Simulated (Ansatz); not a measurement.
## A small benchmark: dipole moment

8 molecules of light elements (H to F); the dipole moment in D, computed less measured. Shapes, held fixed at every level: PBE0-D4/def2-TZVP. No vibrational averaging. Dipoles are compared by magnitude; molecules under 1 D, whose direction can flip, are left out. Programs: Ansatz 0.2.0. Measured values: NIST CCCBDB.

Levels: A = PBE-D4/def2-TZVPP; B = B3LYP-D4/def2-TZVPP; C = wB97M-V/def2-TZVPP.

| molecule | measured | A | B | C |
| --- | --- | --- | --- | --- |
| H2O (water) | 1.85 | +0.04 | +0.09 | +0.09 |
| CH3N (methanimine) | 2.00 | -0.11 | -0.01 | +0.01 |
| C2H3F (SMILES C=CF) | 1.43 | -0.23 | -0.09 | -0.09 |
| C2H3N (isocyanomethane) | 3.85 | +0.12 | +0.03 | -0.04 |
| C3H2N2 (malononitrile) | 3.73 | +0.04 | +0.13 | +0.13 |
| C2H4F2 (1,1-difluoroethane) | 2.27 | -0.22 | -0.07 | -0.08 |
| C3H4O (SMILES O=C1CC1) | 2.67 | +0.10 | +0.27 | +0.27 |
| C5H9N (pivalonitrile) | 3.95 | +0.09 | +0.16 | +0.15 |

Problem. Which level does best on this set, which worst, and which err to one side?

Solution. 
```json
{"level": "PBE-D4/def2-TZVPP", "kind": "GGA", "mean error": "-0.021", "mean absolute error": "0.119", "worst case": "C2H3F"}
{"level": "B3LYP-D4/def2-TZVPP", "kind": "global hybrid", "mean error": "+0.064", "mean absolute error": "0.106", "worst case": "C3H4O"}
{"level": "wB97M-V/def2-TZVPP", "kind": "range-separated hybrid", "mean error": "+0.055", "mean absolute error": "0.108", "worst case": "C3H4O"}
```

On this set B3LYP-D4/def2-TZVPP has the smallest mean absolute error and PBE-D4/def2-TZVPP the largest. Without C2H3F the largest would be that of wB97M-V/def2-TZVPP. No level errs clearly to one side. The smallest two are near a tie. The largest two are near a tie. The set is small.
